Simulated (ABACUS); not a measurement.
# MoS2 (R3m) in ABACUS: notebook

One crystal, MoS2, is run at these levels: PBE; tasks: single point.

Program: ABACUS 3.10.1. These are calculated values, not measurements. Logs are shortened: lines on timing, memory, paths and dates and some standing lists are left out, and cuts for length are marked.

### Step 1. The crystal as given

Symmetry: R3m, No. 160, trigonal system. Conventional cell: a = 3.160 Å, b = 3.160 Å, c = 18.450 Å, α = 90.00°, β = 90.00°, γ = 120.00°. Mo (site symmetry 3m) is surrounded by 6 S at 2.39 Å. S (site symmetry 3m) has 3 Mo at 2.39 Å as nearest neighbours. S (site symmetry 3m) is surrounded by 3 Mo at 2.39 Å.

Measurements of this composition are mostly on another form, of space group No. 194.

### Step 2. Single point, PBE

File INPUT:

```
INPUT_PARAMETERS
suffix              MoS2
calculation         scf
basis_type          lcao
pseudo_dir          ./
orbital_dir         ./
symmetry            1
dft_functional      pbe
ecutwfc             100
pseudo_rcut         10
nspin               1
nbands              17
ks_solver           genelpa
smearing_method     fd
smearing_sigma      0.00367493
scf_thr             1e-07
scf_nmax            100
mixing_type         broyden
mixing_beta         0.7
cal_force           1
cal_stress          1
out_mul             1
out_chg             1
out_pot             2
out_elf             1
```

File STRU:

```
ATOMIC_SPECIES
Mo 95.9500 Mo.upf
S 32.0600 S.upf

NUMERICAL_ORBITAL
Mo_confined-atom_7au_3s2p2d1f.orb
S_confined-atom_7au_2s2p1d.orb

LATTICE_CONSTANT
1.8897261246

LATTICE_VECTORS
1.5800000000 0.9122134253 6.1500000000
-1.5800000000 0.9122134253 6.1500000000
0.0000000000 -1.8244268506 6.1500000000

ATOMIC_POSITIONS
Direct

Mo
0.0
1
0.0000000000 0.0000000000 0.0000000000 1 1 1

S
0.0
2
0.4170000000 0.4170000000 0.4170000000 1 1 1
0.2500000000 0.2500000000 0.2500000000 1 1 1
```

File KPT:

```
K_POINTS
0
Gamma
10 10 10 0 0 0
```

Potentials or basis: PseudoDojo NC SR 0.4.1 PBE standard, DZP LCAO (the cutoffs set its grid).

Launch:

```sh
$ OMP_NUM_THREADS=1 mpirun -np 4 abacus > log
```

running log:

```text
ABACUS v3.10.1

               Atomic-orbital Based Ab-initio Computation at UStc

 ------------------------------------------------------------------------------------

 READING GENERAL INFORMATION
                           global_out_dir = OUT.MoS2/
                           global_in_card = INPUT
                               pseudo_dir = ./
                              orbital_dir = ./
                                    DSIZE = 4
                                    GSIZE = 1

 READING UNITCELL INFORMATION
                                    ntype = 2
                  lattice constant (Bohr) = 1.88973
              lattice constant (Angstrom) = 1

 READING ATOM TYPE 1
                               atom label = Mo
                      L=0, number of zeta = 3
                      L=1, number of zeta = 2
                      L=2, number of zeta = 2
                      L=3, number of zeta = 1
             number of atom for this type = 1

 READING ATOM TYPE 2
                               atom label = S
                      L=0, number of zeta = 2
                      L=1, number of zeta = 2
                      L=2, number of zeta = 1
             number of atom for this type = 2

                        TOTAL ATOM NUMBER = 3
DIRECT COORDINATES
    atom                   x                   y                   z     mag                  vx                  vy                  vz
taud_Mo1            0.0000000000        0.0000000000        0.0000000000  0.0000        0.0000000000        0.0000000000        0.0000000000
taud_S1            0.4170000000        0.4170000000        0.4170000000  0.0000        0.0000000000        0.0000000000        0.0000000000
taud_S2            0.2500000000        0.2500000000        0.2500000000  0.0000        0.0000000000        0.0000000000        0.0000000000

                          Volume (Bohr^3) = 358.903
                             Volume (A^3) = 53.1838

 Lattice vectors: (Cartesian coordinate: in unit of a_0)
                +1.58           +0.912213               +6.15
                -1.58           +0.912213               +6.15
                   +0            -1.82443               +6.15
 Reciprocal vectors: (Cartesian coordinate: in unit of 2 pi/a_0)
            +0.316456           +0.182706          +0.0542005
            -0.316456           +0.182706          +0.0542005
                   +0           -0.365412          +0.0542005
 The esolver type has been set to : ksdft_lcao

                PAO radial cut off (Bohr) = 10

 Read in pseudopotential file is Mo.upf
                     pseudopotential type = NC
          exchange-correlation functional = PBE
                 nonlocal core correction = 1
                        valence electrons = 14
                                     lmax = 2
                           number of zeta = 4
                     number of projectors = 6
                           L of projector = 0
[... 5 lines left out ...]
                PAO radial cut off (Bohr) = 10

 Read in pseudopotential file is S.upf
                     pseudopotential type = NC
          exchange-correlation functional = PBE
                 nonlocal core correction = 1
                        valence electrons = 6
                                     lmax = 2
                           number of zeta = 2
                     number of projectors = 6
                           L of projector = 0
                           L of projector = 0
                           L of projector = 1
                           L of projector = 1
                           L of projector = 2
                           L of projector = 2
     initial pseudo atomic orbital number = 18

 SETUP THE ELECTRONS NUMBER
            electron number of element Mo = 14
      total electron number of element Mo = 14
             electron number of element S = 6
       total electron number of element S = 12
            AUTOSET number of electrons:  = 26
                           occupied bands = 13
                                   NLOCAL = 52
                                   NBANDS = 17
                                   NBANDS = 17
                                   NLOCAL = 52

%%%%%%%%%%%%%%%%%%%%%%%%%%%%%%%%%%%%%%%%%%%%%%%%%%%%%%%%%%%%%%%%%%%%%%%%%%%%%%%%%%%%%%%%%%%%%%%%%%%%%%%%%%
 Warning: the number of valence electrons in pseudopotential > 6 for Mo: [Kr] 4d5 5s1
 Pseudopotentials with additional electrons can yield (more) accurate outcomes, but may be less efficient.
 If you're confident that your chosen pseudopotential is appropriate, you can safely ignore this warning.
%%%%%%%%%%%%%%%%%%%%%%%%%%%%%%%%%%%%%%%%%%%%%%%%%%%%%%%%%%%%%%%%%%%%%%%%%%%%%%%%%%%%%%%%%%%%%%%%%%%%%%%%%%

[... 86 lines left out ...]
                       right hand lattice = 1
(for k-lattice: )
                             BRAVAIS TYPE = 7
                     BRAVAIS LATTICE NAME = 07. Rhombohedral (Trigonal) cell
                                    ibrav = 7
                       right hand lattice = 1
                        ROTATION MATRICES = 12
                               nkstot_ibz = 116
K-POINTS REDUCTION ACCORDING TO SYMMETRY
     IBZ    DIRECT_X    DIRECT_Y    DIRECT_Z  WEIGHT  ibz2bz
       1  0.00000000  0.00000000  0.00000000  0.0010       0
       2  0.10000000  0.00000000  0.00000000  0.0060       1
       3  0.20000000  0.00000000  0.00000000  0.0060       2
       4  0.30000000  0.00000000  0.00000000  0.0060       3
       5  0.40000000  0.00000000  0.00000000  0.0060       4
       6  0.50000000  0.00000000  0.00000000  0.0030       5
[... 22 lines left out ...]
      29  0.50000000  0.40000000  0.00000000  0.0120      45
      30 -0.40000000  0.40000000  0.00000000  0.0060      46
[... 86 further k points ...]

                               nkstot now = 116
[... K-POINTS DIRECT COORDINATES: 116 rows ...]

           k-point number in this process = 116
       minimum distributed K point number = 116
[... stars of the k points ...]

[... K-POINTS CARTESIAN COORDINATES: 116 rows ...]

[... K-POINTS DIRECT COORDINATES: 116 rows ...]

 SETUP PLANE WAVES FOR WAVE FUNCTIONS
     energy cutoff for wavefunc (unit:Ry) = 100
              fft grid for wave functions = [ 80, 80, 80 ]
                    number of plane waves = 8171
                         number of sticks = 687

 PARALLEL PW FOR WAVE FUNCTIONS
     PROC   COLUMNS(POT)             PW
        1            172           2043
        2            172           2043
        3            171           2042
        4            172           2043
 --------------- sum -------------------
        4            687           8171

 SET NONLOCAL PSEUDOPOTENTIAL PROJECTORS
 SET NONLOCAL PSEUDOPOTENTIAL PROJECTORS
 max number of nonlocal projetors among all species is 6

 -------------------------------------------
 SELF-CONSISTENT
 -------------------------------------------

 SETUP SEARCHING RADIUS FOR PROGRAM TO SEARCH ADJACENT ATOMS
                  longest orb rcut (Bohr) = 7
   longest nonlocal projector rcut (Bohr) = 1.66
                     search radius (Bohr) = 17.3
              searching radius is (Bohr)) = 17.3
         searching radius unit is (Bohr)) = 1.89
                         PeriodicBoundary = 1
                        Radius(unit:lat0) = 9.17
                                   glayer = [ 5, 5, 5 ]
                             glayer_minus = [ 4, 4, 4 ]

Find the coordinate range of the input atom(unit:lat0).
                                  min_tau = [ -12.6, -14.6, -73.8 ]
                                  max_tau = [ 12.6, 14.6, 81.5 ]
                                BoxNumber = [ 9, 9, 9 ]

 SETUP EXTENDED REAL SPACE GRID FOR GRID INTEGRATION
                          real space grid = [ 80, 80, 80 ]
                 big cell numbers in grid = [ 20, 20, 20 ]
             meshcell numbers in big cell = [ 4, 4, 4 ]
                        extended fft grid = [ 28, 28, 28 ]
                dimension of extened grid = [ 77, 77, 77 ]
                            UnitCellTotal = 125
              Atom number in sub-FFT-grid = 3
    Local orbitals number in sub-FFT-grid = 52
                                ParaV.nnr = 22298
                                 init_chg = atomic

 LCAO ALGORITHM --------------- ION=   1  ELEC=   1--------------------------------

 Density error is 0.100648778773
----------------------------------------------------------
     Energy           Rydberg                 eV
----------------------------------------------------------
 E_KohnSham     -184.6704478976      -2512.5703436195
 E_Harris       -190.5900355313      -2593.1104652480
 E_Fermi        0.8981034846         12.2193247837
----------------------------------------------------------
[... 102 lines left out ...]
 Density error is 5.39136207594e-08
----------------------------------------------------------
     Energy           Rydberg                 eV
----------------------------------------------------------
 E_KohnSham     -184.8684559656      -2515.2643815936
 E_KS(sigma->0) -184.8684559259      -2515.2643810541
 E_Harris       -184.8684538791      -2515.2643532065
 E_band         -11.1541950008       -151.7606086135
 E_one_elec     -87.5152485943       -1190.7060427686
 E_Hartree      55.0293798358        748.7131231734
 E_xc           -33.4321901330       -454.8682824281
 E_Ewald        -118.9503969948      -1618.4031784913
 E_entropy(-TS) -0.0000000793        -0.0000010790
 E_descf        0.0000000000         0.0000000000
 E_exx          0.0000000000         0.0000000000
 E_Fermi        0.8556257753         11.6413858998
----------------------------------------------------------

 charge density convergence is achieved
 final etot is -2515.2643816 eV
 EFERMI = 11.6413859 eV
The vacuum level is 10.229778757 eV

 STATE ENERGY(eV) AND OCCUPATIONS    NSPIN == 1
 1/116 kpoint (Cartesian) = 0.0000 0.0000 0.0000 (1534 pws)
       1       -50.4119     0.00200000
       2       -24.5707     0.00200000
       3       -24.3447     0.00200000
       4       -24.3447     0.00200000
       5       -3.93575     0.00200000
       6       -2.21901     0.00200000
[... 9 lines left out ...]
      16        13.6644    5.36016e-21
[... 82 lines left out ...]
       4       -24.4392     0.00600000
       5       -1.93747     0.00600000
       6       -1.65131     0.00600000
[... 9 lines left out ...]
      16        14.6661    3.20781e-29
      17        14.7003    1.61734e-29

[... levels at 110 further k points ...]

 correction force for each atom along direction 1 is 0.0632008
 correction force for each atom along direction 2 is -0.00195780
 correction force for each atom along direction 3 is -6.75611e-07
------------------------------------------------------------------------------------------
 TOTAL-FORCE (eV/Angstrom)
------------------------------------------------------------------------------------------
                       Mo1         0.0000000000         0.0000000000         0.0938727795
                        S1         0.0000000000         0.0000000000         0.7045149014
                        S2         0.0000000000         0.0000000000        -0.7983876809
------------------------------------------------------------------------------------------

----------------------------------------------------------------
 TOTAL-STRESS (KBAR)
----------------------------------------------------------------
        60.9701513320         0.0000000000         0.0000000000
         0.0000000000        60.9701513346         0.0000000000
         0.0000000000        -0.0000000000        91.9907469166
----------------------------------------------------------------
 TOTAL-PRESSURE: 71.310350 KBAR

 --------------------------------------------
 !FINAL_ETOT_IS -2515.2643815936380634 eV
 --------------------------------------------
```

Run time: 28 s. Hardware: 4 MPI ranks of Intel Xeon at 2.80GHz (Skylake/Cascade Lake), shared host; peak memory 0.6 GiB.

Results:

* Free energy: -2515.2644 eV
* Pressure: 7.1 GPa
* Largest force: 0.798 eV/Å
* Band gap on the k mesh: 0.95 eV, indirect (least direct gap 1.95 eV)
* Mulliken charges: Mo +0.44; S -0.22 e

Forces on the atoms (eV/Å):
```
Mo   0.000  0.000  0.094
S    0.000  0.000  0.705
S    0.000  0.000 -0.798
```

Levels at points of the mesh, in eV from the valence-band top:
```
           k point  band 11  band 12  band 13  band 14  band 15  band 16
(0.00, 0.00, 0.00)    -2.38    -1.30    -1.17     2.00     2.00     2.44
(0.50, 0.00, 0.00)    -2.38    -1.71    -1.51     1.55     2.00     3.44
(0.50, 0.50, 0.00)    -2.94    -1.89    -1.34     1.51     2.11     2.99
(0.50, 0.50, 0.50)    -2.35    -2.35     0.00     2.10     2.10     2.30
```

Caveat: the atomic orbitals were generated for these runs and aren't a published set; Mulliken charges move with the basis; the basis of atomic orbitals isn't converged, which shifts pressures, moduli and gaps. A k mesh can miss the band edges.

### Step 3. Single point, PBE (atoms moved at random, drawn with an rms of 0.05 Å)

INPUT: that of step 2 with these lines changed.

```diff
@@ -22,4 +22 @@
 out_mul             1
-out_chg             1
-out_pot             2
-out_elf             1
```

STRU: that of step 2 with these lines changed.

```diff
@@ -22,3 +22,3 @@
 1
-0.0000000000 0.0000000000 0.0000000000 1 1 1
+0.0010860000 -0.0053460000 0.0022860000 1 1 1
 
@@ -27,3 +27,3 @@
 2
-0.4170000000 0.4170000000 0.4170000000 1 1 1
-0.2500000000 0.2500000000 0.2500000000 1 1 1
+0.3938190000 0.4317550000 0.4335890000 1 1 1
+0.2419980000 0.2439430000 0.2603120000 1 1 1
```

KPT is that of step 2.

Potentials or basis: PseudoDojo NC SR 0.4.1 PBE standard, DZP LCAO (the cutoffs set its grid).

Launch:

```sh
$ OMP_NUM_THREADS=1 mpirun -np 4 abacus > log
```

Run time: 40 s. Hardware: 4 MPI ranks of Intel Xeon at 2.80GHz (Skylake/Cascade Lake), shared host; peak memory 0.76 GiB.

It converged, with:

```
Free energy            : -2515.2485 eV
Pressure               : 3.7 GPa
Largest force          : 1.261 eV/Å
Band gap on the k mesh : 0.88 eV, indirect (least direct gap 1.89 eV)
Mulliken charges       : Mo +0.45; S -0.23, -0.22 e
```

Forces on the atoms (eV/Å):
```
Mo  -0.804 -0.529  0.815
S    0.636  0.261 -0.355
S    0.168  0.268 -0.460
```

Stress tensor (GPa, compression positive):
```
 3.43 -0.83  2.17
-0.83  4.59  0.01
 2.17  0.01  3.18
```

Caveat: the atomic orbitals were generated for these runs and aren't a published set; Mulliken charges move with the basis; the basis of atomic orbitals isn't converged, which shifts pressures, moduli and gaps.
